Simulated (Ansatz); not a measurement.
# InP (F-43m) in Ansatz: single point with r2SCANh

Aim: the single point of InP with r2SCANh.

Program: Ansatz 0.2.0. These are calculated values, not measurements. Logs are shortened: lines on timing, memory, paths and dates and some standing lists are left out, and cuts for length are marked.

**The experiment to reproduce.**

A printed reference work, data compilation reports, for a bulk crystal of InP at 1.6 K: band gap 1.4236 eV (direct).

The results are compared with them further down.

### Step 1. The crystal as given

Symmetry: F-43m, No. 216, cubic system. The conventional cell has a = 5.861 Å, b = 5.861 Å, c = 5.861 Å, α = 90.00°, β = 90.00°, γ = 90.00°. In (site symmetry -43m) is surrounded by 4 P at 2.54 Å. P (site symmetry -43m) has 4 In at 2.54 Å as nearest neighbours.

### Step 2. Single point, r2SCANh, spin-orbit coupling, no magnetisation

Contents of input.yaml:

```yaml
crystal:
  lattice:
    - [0.0, 2.9305, 2.9305]
    - [2.9305, 0.0, 2.9305]
    - [2.9305, 2.9305, 0.0]
  atoms:
    - { symbol: In, position_ang: [0.0, 0.0, 0.0] }
    - { symbol: P, position_ang: [4.39575, 4.39575, 4.39575] }
hamiltonian:
  xc: r2scanh
  pseudopotentials: { kind: paw_fr }
magnetization:
  noncollinear: true
  spin_orbit: true
kpoints:
  mp_grid: { grid: [5, 5, 5] }
scf:
  occupations: { method: cold, width: 0.025 }
output:
  forces: true
  stress: true
  eigenvalues: true
```

Potentials or basis: Ansatz PAW.

Started as:

```console
$ ansatz run input.yaml --threads 1 --pin off --max-ram 2560MiB --backend cpu --events-out ev --progress --plain --runs-dir out
```

Standard output:

```text
Warning: output.stress: scf.convergence.dr2_threshold = 1e-7 eV (the SCF's general default) is looser than the 2e-10 eV advised for a printed stress (1e-10 eV for each atom of the cell: 2). What an SCF threshold leaves in a stress goes as its square root, and in the free energy as the threshold itself, and one threshold admits the most on a small cell: of the crystals measured, under no hybrid functional and no lock of the moments, on runs that ended without the residual-converged pass, on stresses that held no estimate of that error, the worst erred by over 100 MPa in a component at 1e-7 eV an atom and by under 5 at 1e-10. Set scf.convergence.dr2_threshold to 2e-10 eV or tighter. The threshold is an SCF's pass mark: one that does not reach it within its budget of iterations ends unconverged, or closes short of it on a stop that the run arms, and scf.convergence.dr2_threshold's page says what that costs each kind of run
Warning: output.stress: scf.exx.energy_threshold = 1e-6 eV is looser than the 2e-8 eV advised for a stress under a hybrid functional (1e-8 eV for each atom of the cell: 2). Every SCF of the exchange loop can meet its threshold on dr2 while the loop round them stops early: no threshold on dr2 bounds what that leaves in the stress. Set scf.exx.energy_threshold to 2e-8 eV or tighter. The threshold is the loop's pass mark: a loop that does not reach it within its budget of cycles ends unconverged, and scf.exx.energy_threshold's page has the law
Warning: RAYON_NUM_THREADS=1 ignored (pool sized by the plan → 1); use --threads N
Engine: ansatz 0.2.0, x86_64-unknown-linux-gnu
Pseudopotentials: kind: paw_fr
Pseudopotential: In, paw_fr, valence charge 13, recommended cutoff 500 eV (meta_gga), In.paw.azcp#standard-fr
Pseudopotential: P, paw_fr, valence charge 5, recommended cutoff 500 eV (meta_gga), P.paw.azcp#standard-fr
Functional definition: r2SCANh
  parameter a = 0.1
  parameter k0 = 0.174
  parameter k1 = 0.065
  parameter a1 = 4.9479
  exchange = (1 - a)*r2scan_x(k0 = k0, k1 = k1, a1 = a1) + a*exact_x
  correlation = r2scan_c
non-collinear run that drives no moment, with spin-orbit: no starting moment large enough to seed its density (crystal.atoms[].spin), no starting occupations that ask for one, no magnetisation constraint and no magnetic field, so the semilocal B_xc is pinned to zero
Crystal: 2 atoms, lattice volume = 50.333 Å³
Basis set: ecut = 500 eV, 1243 PW (Γ), exchange–correlation on 128×128×128 points (64 copies of the dense FFT grid, shifted against one another)
Bands: 26, of which v1, the nominal top of the filled ones, is band 18 counted from 1 (17 counted from 0)
Symmetry: 24 space group operations + 24 with time reversal
Magnetic group: BNS 216.75 (UNI 1577), of the structure as read, at distance tolerance 3.7e-5 Å
k-points: 10 of 125 (time reversal used)
Projection manifold: j_resolved (fully-relativistic pseudo-atomic orbitals)
Non-local potential: In, projectors of the file, l = 0: 2, l = 1: 4, l = 2: 4, l = 3: 4
Non-local potential: P, projectors of the file, l = 0: 2, l = 1: 4, l = 2: 4
PAW form: soft (Blöchl's): semilocal exchange-correlation on the pseudo side does not see the compensation charge
PAW frozen core: In, regenerated for the run's functional, and the local potential with it (the file was generated under x = pbe(κ = 0.804, μ = 0.2195149727645171), c = pbe(β = 0.06672455060314922))
PAW frozen core: P, regenerated for the run's functional, and the local potential with it (the file was generated under x = pbe(κ = 0.804, μ = 0.2195149727645171), c = pbe(β = 0.06672455060314922))
PAW one-centre angular grid: In, 590 points (default); XC on 281 of its mesh's 2783 points in the sphere
PAW one-centre angular grid: P, 302 points (default); XC on 160 Gauss nodes
Initial density: superposition of atomic densities (chi_scale 0.1, normalization cell, long waves kept (reshape's long-wave potential 0.00 eV rms))
Initial wavefunctions: pseudopotential atomic-orbital guess
Functional: x = r2scan, c = r2scan; τ floored in thin density (d = 2e-4 eV/Å³), warm-up for x = 0.9 r2scan + 0.1 exact, c = r2scan; τ floored in thin density (d = 2e-4 eV/Å³)
iter 1 solved again at ethr=4.71e-3 eV; its pass at ethr=1.00e-1 eV (dr2=8.47e-1 eV) is discarded
SCF iter   1: F=—  HF=-6361.933873 eV  |F-HF|=—  |Δ(HF+E_count)|=         —  Δρ=3.63e-2  dr2=8.44e-1  dr2_τ=4.53e-3  dr2_m=0.00e0 (ungated)  ethr=4.71e-3  |M|=0.00e0 ∫|m|=0.00e0 μB  |m|>n=0.0e0 m-floor=0.0e0 τ_xc=0.0e0  β_m=0.30  ⟨swp⟩=2.9  Hψ=1538  notcnv=0
preconditioner: auto → none  [insulator: Δε(μ)=1.251 eV  Ē_g=15.335 eV  σ=0.025 eV  W_gap=1.00  n_scr=14 (ndim 8)  ℏωp=22.2 eV  f_vac=0.000  D(μ)=0.00/eV (n_scr^D=0)]
SCF iter   2: F=—  HF=-6361.822630 eV  |F-HF|=—  |Δ(HF+E_count)|=   1.11e-1  S|Δr|=    0.00e0  Δρ=2.38e-2  dr2=2.38e-1  dr2_τ=4.31e-4  dr2_m=0.00e0 (ungated)  ethr=4.69e-3  |M|=0.00e0 ∫|m|=0.00e0 μB  |m|>n=0.0e0 m-floor=0.0e0 τ_xc=0.0e0  β_m=0.46  ⟨swp⟩=2.6  Hψ=533  notcnv=0  defer=1
iter 3 solved again at ethr=8.66e-5 eV; its pass at ethr=1.32e-3 eV (dr2=1.56e-2 eV) is discarded
SCF iter   3: F=—  HF=-6361.839305 eV  |F-HF|=—  |Δ(HF+E_count)|=   1.67e-2  S|Δr|=    0.00e0  Δρ=7.23e-3  dr2=1.59e-2  dr2_τ=7.65e-5  dr2_m=0.00e0 (ungated)  ethr=8.66e-5  |M|=0.00e0 ∫|m|=0.00e0 μB  |m|>n=0.0e0 m-floor=0.0e0 τ_xc=0.0e0  β_m=0.60  ⟨swp⟩=3.6  Hψ=1263  notcnv=0  defer=6
SCF iter   4: F=—  HF=-6361.842981 eV  |F-HF|=—  |Δ(HF+E_count)|=   3.68e-3  S|Δr|=    0.00e0  Δρ=8.33e-4  dr2=1.62e-4  dr2_τ=1.47e-5  dr2_m=0.00e0 (ungated)  ethr=8.66e-5  |M|=0.00e0 ∫|m|=0.00e0 μB  |m|>n=0.0e0 m-floor=0.0e0 τ_xc=0.0e0  β_m=0.60  ⟨swp⟩=2.6  Hψ=535  notcnv=0  defer=4
SCF iter   5: F=-6361.843143 eV  HF=-6361.843140 eV  |F-HF|=3.38e-6  |Δ(HF+E_count)|=   1.59e-4  S|Δr|=    0.00e0  Δρ=2.31e-4  dr2=1.10e-5  dr2_τ=3.89e-7  dr2_m=0.00e0 (ungated)  ethr=8.98e-7  |M|=0.00e0 ∫|m|=0.00e0 μB  |m|>n=0.0e0 m-floor=0.0e0 τ_xc=0.0e0  ⟨swp⟩=4.2  Hψ=878  notcnv=0  defer=4
SCF 1 stopped early in 5 iterations: F = -6361.843143 eV  dr2 = 1.10e-5
Projection manifold: j_resolved (fully-relativistic pseudo-atomic orbitals)
Initial density: handed on by an earlier stage of this run
Initial wavefunctions: those handed on with the density
Functional: x = 0.9 r2scan + 0.1 exact, c = r2scan; τ floored in thin density (d = 2e-4 eV/Å³)
Frozen-core exchange: fock
SCF iter   1: F=—  HF=-6361.336328 eV  |F-HF|=—  |Δ(HF+E_count)|=         —  Δρ=1.01e-3  dr2=3.10e-4  dr2_τ=5.65e-6  dr2_m=0.00e0 (ungated)  ethr=6.11e-7  |M|=0.00e0 ∫|m|=0.00e0 μB  |m|>n=0.0e0 m-floor=0.0e0 τ_xc=0.0e0  β_m=0.30  ⟨swp⟩=8.5  Hψ=1373  notcnv=0
preconditioner: auto → none  [insulator: Δε(μ)=1.597 eV  Ē_g=16.498 eV  σ=0.025 eV  W_gap=1.00  n_scr=14 (ndim 8)  ℏωp=22.2 eV  f_vac=0.016  D(μ)=0.00/eV (n_scr^D=0)]
SCF iter   2: F=—  HF=-6361.336436 eV  |F-HF|=—  |Δ(HF+E_count)|=   1.08e-4  S|Δr|=    0.00e0  Δρ=4.05e-4  dr2=9.37e-5  dr2_τ=5.67e-7  dr2_m=0.00e0 (ungated)  ethr=6.11e-7  |M|=0.00e0 ∫|m|=0.00e0 μB  |m|>n=0.0e0 m-floor=0.0e0 τ_xc=0.0e0  β_m=0.65  ⟨swp⟩=3.2  Hψ=598  notcnv=0
SCF iter   3: F=—  HF=-6361.336468 eV  |F-HF|=—  |Δ(HF+E_count)|=   3.28e-5  S|Δr|=    0.00e0  Δρ=1.36e-4  dr2=3.43e-5  dr2_τ=7.45e-7  dr2_m=0.00e0 (ungated)  ethr=3.64e-7  |M|=0.00e0 ∫|m|=0.00e0 μB  |m|>n=0.0e0 m-floor=0.0e0 τ_xc=0.0e0  β_m=0.57  ⟨swp⟩=3.1  Hψ=522  notcnv=0
SCF iter   4: F=—  HF=-6361.336784 eV  |F-HF|=—  |Δ(HF+E_count)|=   3.15e-4  S|Δr|=    0.00e0  Δρ=8.37e-5  dr2=2.70e-6  dr2_τ=2.37e-8  dr2_m=0.00e0 (ungated)  ethr=8.26e-8  |M|=0.00e0 ∫|m|=0.00e0 μB  |m|>n=0.0e0 m-floor=0.0e0 τ_xc=0.0e0  β_m=0.57  ⟨swp⟩=4.1  Hψ=636  notcnv=0  defer=1
SCF iter   5: F=-6361.336784 eV  HF=-6361.336784 eV  |F-HF|=2.08e-8  |Δ(HF+E_count)|=   4.26e-7  S|Δr|=    0.00e0  Δρ=1.57e-5  dr2=2.67e-7  dr2_τ=2.05e-9  dr2_m=0.00e0 (ungated)  ethr=1.42e-8  |M|=0.00e0 ∫|m|=0.00e0 μB  |m|>n=0.0e0 m-floor=0.0e0 τ_xc=0.0e0  ⟨swp⟩=3.7  Hψ=584  notcnv=0  defer=2
SCF 2 stopped early in 5 iterations: F = -6361.336784 eV  dr2 = 2.67e-7
hybrid outer 1: dexx = +2.718e-4 eV, tail = 6.48e-7 eV
Projection manifold: j_resolved (fully-relativistic pseudo-atomic orbitals)
Frozen-core exchange: fock
SCF iter   1: F=—  HF=-6361.336784 eV  |F-HF|=—  |Δ(HF+E_count)|=         —  Δρ=1.07e-5  dr2=7.57e-8  dr2_τ=1.85e-10  dr2_m=0.00e0 (ungated)  ethr=1.80e-8  |M|=0.00e0 ∫|m|=0.00e0 μB  |m|>n=0.0e0 m-floor=0.0e0 τ_xc=0.0e0  β_m=0.30  ⟨swp⟩=6.7  Hψ=794  notcnv=0
preconditioner: auto → none  [insulator: Δε(μ)=1.614 eV  Ē_g=16.494 eV  σ=0.025 eV  W_gap=1.00  n_scr=14 (ndim 8)  ℏωp=22.2 eV  f_vac=0.016  D(μ)=0.00/eV (n_scr^D=0)]
SCF iter   2: F=-6361.336784 eV  HF=-6361.336784 eV  |F-HF|=1.33e-10  |Δ(HF+E_count)|=   4.85e-9  S|Δr|=    0.00e0  Δρ=1.99e-6  dr2=2.71e-9  dr2_τ=1.50e-11  dr2_m=0.00e0 (ungated)  ethr=3.97e-10  |M|=0.00e0 ∫|m|=0.00e0 μB  |m|>n=0.0e0 m-floor=0.0e0 τ_xc=0.0e0  ⟨swp⟩=3.1  Hψ=530  notcnv=0
SCF 3 converged in 2 iterations: F = -6361.336784 eV  dr2 = 2.71e-9
  Residual-converged pass: ⟨swp⟩=3.9  Hψ=636  notcnv=0  max |occ|·‖R‖ = 2.2e-6 eV (tolerance 2.4e-6 eV)  dr2=2.43e-9  dr2_τ=1.85e-11  dr2_m=0.00e0 (ungated)  dr2_onsite=2.64e-10  max |Δocc| = 0.0e0
hybrid outer 2: dexx = +1.158e-8 eV, tail = 6.01e-9 eV, Δε = 2.18e-4 eV (about 2.88e-5 eV left of the loop's levels)
hybrid SCF converged: 2 outer / 7 inner (+5 warm-up), last move |dexx| = 1.16e-8 eV, tail = 6.01e-9 eV
Magnetization: |M| = 0.0000 μB,  M = (+0.0000, +0.0000, +0.0000) μB
Absolute magnetization: 0.0000 μB (∫|m|)
  site 0: m = (+0.0000, +0.0000, +0.0000) μB, |m| = 0.0000 μB  (R = 1.05 Å)
  site 1: m = (+0.0000, +0.0000, +0.0000) μB, |m| = 0.0000 μB  (R = 1.05 Å)
Free energy (F): -6361.336784 eV
Frozen-core exchange: fock
Harris-Foulkes:  -6361.336784 eV  (|F-HF|=1.33e-10)
Internal energy: -6361.336784 eV  (E = F + TS)
E sigma→0 (E₀):  -6361.336784 eV
Fermi energy:    7.419246 eV
Step filling:    the computed levels leave a gap of 1.6137 eV = 64.5 smearing widths at the electron count; against every level under it full and every level over it empty, smearing changes F+E_penalty+E_count by +0.00e0 meV and its σ→0 estimate by +0.00e0 meV
--- Per-component energies (eV) ---
  E_band       = -74.521690
  E_kinetic    = 313.760306
  E_local      = -1399.619115  (includes V_loc(G=0)·N_el)
  E_nonlocal   = 401.355578
  E_hartree    = 553.674162
  E_xc         = -235.782209
  E_vxc        = -155.382221  (∫ρ·V_xc dr)
  E_exx        = -19.157352  (= α·E_x^exact, valence–valence)
  E_paw        = -4755.805958  (= ΣΔE_a)
  E_vpaw       = -312.566728  (= ΣTr[D̂ρ^β])
  E_aug_tail   = 0.000008  (compensation charges beyond the density's cutoff)
  E_vtau       = 8.895410  (kinetic-family band-sum trace: ∫τ·v_τ [+ j·A + Jᵃ·Aᵃ] dr)
  E_ewald      = -1220.708286
  E_core_change = 0.946077  (= ΣΔE_core)
  E_smearing   = -0.000000  (= −TS)
  E_closure    = 0.000004  (closes the sum)
  Σ components = -6361.336784   (vs F -6361.336784, Δ=0.00e0)
--- Forces (eV/Å), atoms counted from 1 ---
  atom   1  In    -0.00000000     0.00000000    -0.00000000
  atom   2  P      0.00000000    -0.00000000     0.00000000
  max |Σ_I F_I| component: 9.25e-17 eV/Å
--- Stress (GPa, compression-positive) ---
        1.152851      -0.000000      -0.000000
       -0.000000       1.152851       0.000000
       -0.000000       0.000000       1.152851
  P = ⅓ Tr σ = 1.1529 GPa (11.529 kbar)
--- Band table (eV; the first three rows and the last of 10) ---
  k-point 0: bands = ["-9.2738", "-9.2738", "-9.2738", "-9.2738", "-8.4855", "-8.4855", "-8.3695", "-8.3695", "-8.3695", "-8.3695", "-5.8935", "-5.8935", "6.4913", "6.4913", "6.5947", "6.5947", "6.5947", "6.5947", "8.2084", "8.2084", "11.2156", "11.2156", "11.6700", "11.6700", "11.6700", "11.6700"]
  k-point 1: bands = ["-9.2808", "-9.2808", "-9.2746", "-9.2637", "-8.4895", "-8.4895", "-8.3875", "-8.3875", "-8.3610", "-8.3476", "-5.4127", "-5.4127", "3.7669", "3.7669", "6.0795", "6.0795", "6.1644", "6.1787", "9.2802", "9.2802", "11.9446", "11.9446", "12.2509", "12.2565", "12.3371", "12.3371"]
  k-point 2: bands = ["-9.2960", "-9.2960", "-9.2661", "-9.2595", "-8.4892", "-8.4892", "-8.4114", "-8.4114", "-8.3321", "-8.3239", "-4.3147", "-4.3147", "0.9473", "0.9473", "5.5310", "5.5310", "5.6406", "5.6483", "8.9767", "8.9767", "12.2065", "12.2065", "12.3801", "12.3822", "14.4489", "14.4489"]
  k-point 9: bands = ["-9.3610", "-9.2927", "-9.2344", "-9.2167", "-8.5818", "-8.4303", "-8.3927", "-8.3719", "-8.3392", "-8.3295", "-3.5308", "-3.5294", "0.8566", "0.8632", "3.2346", "3.3281", "4.0989", "4.1967", "11.2430", "11.2544", "11.5753", "11.5929", "12.5792", "12.7492", "15.3976", "15.4919"]
```

Run time: 2.4 min. Hardware: 1 thread of Intel Xeon 6975P-C (Granite Rapids), shared host; peak memory 1.8 GiB.

Results:

* Free energy: -6361.3368 eV
* Pressure: 1.2 GPa
* Band gap on the k mesh: 1.61 eV, direct

Caveat: odd divisions of the mesh miss points on the zone boundary, where band edges often lie, so the gap on the mesh can be too wide; the PAW data sets come from PBE, with cores solved anew for the run's functional, which leaves a small shift of forces and pressure; the thresholds are loose for stress.

### Step 3. How close it comes

Step 2. A measured gap of InP is 1.4236 eV (direct; 1.6 K; a printed reference work, data compilation); the calculated 1.61 eV misses it by +0.19 eV. The value is that of r2SCANh, without temperature or zero-point motion.
